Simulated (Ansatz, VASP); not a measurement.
## One calculation of GaAs, two programs

Contents of INCAR:

```
  ALGO = Normal
  EDIFF = 1E-6
  ENCUT = 520
  GGA = CA
  ISIF = 2
  ISMEAR = 0
  LASPH = T
  LCHARG = T
  LELF = T
  LREAL = F
  LVHAR = T
  LWAVE = F
  NBANDS = 16
  NELM = 80
  PREC = Accurate
  SIGMA = 0.05
```

File KPOINTS:

```
k-points
0
Gamma
  10 10 10
```

The input POSCAR:

```
GaAs
1.0
    0.0000000000      2.8013923163      2.8013923163
    2.8013923163      0.0000000000      2.8013923163
    2.8013923163      2.8013923163      0.0000000000
Ga As
1 1
Direct
    0.0000000000      0.0000000000      0.0000000000
    0.7500000000      0.7500000000      0.7500000000
```

Input for Ansatz:

```yaml
crystal:
  lattice:
    - [0.0, 2.8013923163, 2.8013923163]
    - [2.8013923163, 0.0, 2.8013923163]
    - [2.8013923163, 2.8013923163, 0.0]
  atoms:
    - { symbol: Ga, position: [0.0, 0.0, 0.0] }
    - { symbol: As, position: [0.75, 0.75, 0.75] }
basis:
  ecutwfc: 420
kpoints:
  mp_grid: { grid: [10, 10, 10] }
hamiltonian:
  xc: lda
  pseudopotentials: { kind: paw, azcp: { folder: soft_1 } }
scf:
  occupations: { method: gaussian, width: 0.05 }
output:
  forces: true
  stress: true
  eigenvalues: true
  write_density: true
  write_potential: true
  elf: true
  volumetric_format: npy
```

Alike in both runs: task single point; functional LDA; k mesh 10 × 10 × 10; occupations gaussian, width 0.05 eV; no spin polarisation.

```csv
,VASP,Ansatz
version,VASP 6.6.1,Ansatz 0.2.0
potentials or method,"VASP PAW LDA potentials, release 64 (Ga_d, As)","scalar-relativistic, plane waves, PAW"
plane-wave cutoff (eV),520,420
valence electrons in the cell,18,28
```

|  | VASP | Ansatz | Ansatz less VASP |
| --- | --- | --- | --- |
| gap on the k mesh at the Fermi level (eV) | 0.54 | 0.49 | -0.046 |
| least direct gap on the mesh (eV) | 0.54 | 0.49 | -0.046 |
| pressure (GPa) | 0.3 | 0.0 | -0.32 |

The two sets of potentials don't hold the same shells in valence. Ansatz warned: «pseudo_functional_mismatch».

A k mesh can miss the band edges. As with any semilocal functional, this LDA gap is likely too small.
